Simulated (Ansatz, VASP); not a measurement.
Ta in VASP and in Ansatz

INCAR

```
PREC = Accurate
ENCUT = 520
EDIFF = 1E-6
ISMEAR = -1
SIGMA = 0.1
LREAL = F
LASPH = T
NELM = 60
ALGO = Normal
ISIF = 2
LWAVE = F
LCHARG = F
GGA = PE
NBANDS = 18
```

The input KPOINTS:

```
Automatic mesh
0
Gamma
  17 17 17
```

Contents of POSCAR:

```
Ta
1.0
   -2.1084615846      2.1084615846      1.1512227636
    2.1084615846     -2.1084615846      1.1512227636
    2.1084615846      2.1084615846     -1.1512227636
Ta
2
Direct
   -0.3750000000     -0.1250000000     -0.2500000000
    0.3750000000      0.1250000000      0.2500000000
```

Input for Ansatz:

```yaml
crystal:
  lattice:
    - [-2.1084615846, 2.1084615846, 1.1512227636]
    - [2.1084615846, -2.1084615846, 1.1512227636]
    - [2.1084615846, 2.1084615846, -1.1512227636]
  atoms:
    - { symbol: Ta, position: [-0.375, -0.125, -0.25] }
    - { symbol: Ta, position: [0.375, 0.125, 0.25] }
kpoints:
  mp_grid: { grid: [17, 17, 17] }
  band_path:
    path:
      - [0.0, 0.0, 0.0]
      - [0.0, 0.0, 0.5]
      - [-0.5, 0.5, 0.5]
      - [0.0, 0.0, 0.0]
      - [0.3245293546, 0.3245293546, -0.3245293546]
      - [-0.3245293546, 0.6754706454, 0.3245293546]
      - [-0.5, 0.5, 0.5]
      - [0.0, 0.0, 0.5]
      - [0.25, 0.25, 0.25]
    npoints: 8
scf:
  occupations: { method: fermi_dirac, width: 0.1 }
hamiltonian:
  xc: pbe
  pseudopotentials: { kind: paw }
output:
  forces: true
  stress: true
  eigenvalues: true
  populations: true
  dos: { projected: true, de: 0.2, e_range: [-14, 8] }
  write_density: true
  write_potential: true
  elf: true
  volumetric_format: npy
```

Change from the starting cell: volume scaled by 0.52, PAW files.

Alike in both runs: task single point; functional PBE; k mesh 17 × 17 × 17; occupations fermi-dirac, width 0.1 eV; no spin polarisation.

```csv
,VASP,Ansatz
version,VASP 6.6.1,Ansatz 0.2.0
potentials or method,"VASP PAW PBE potentials, release 64 (Ta_pv)","PAW with Ansatz's default frozen-core files, scalar-relativistic"
plane-wave cutoff (eV),520,420
valence electrons in the cell,22,26
```

Ansatz gave:

```
pressure (GPa)                                  : 372.7
largest component of the traceless stress (GPa) : 0.04
```

What did VASP give for the same quantities?

Pressure (GPa): 381.2; largest component of the traceless stress (GPa): 0.18.

The functional is the same, so the differences come from potentials, cutoffs and numerics. The two sets of potentials don't hold the same shells in valence.

Caveats: the cell as given lies far from equilibrium; so large a pressure means that the cell lies far from this level's equilibrium, or that cutoff or potentials fall short (VASP). The runs have no spin-orbit coupling, so splittings on Ta are missing.
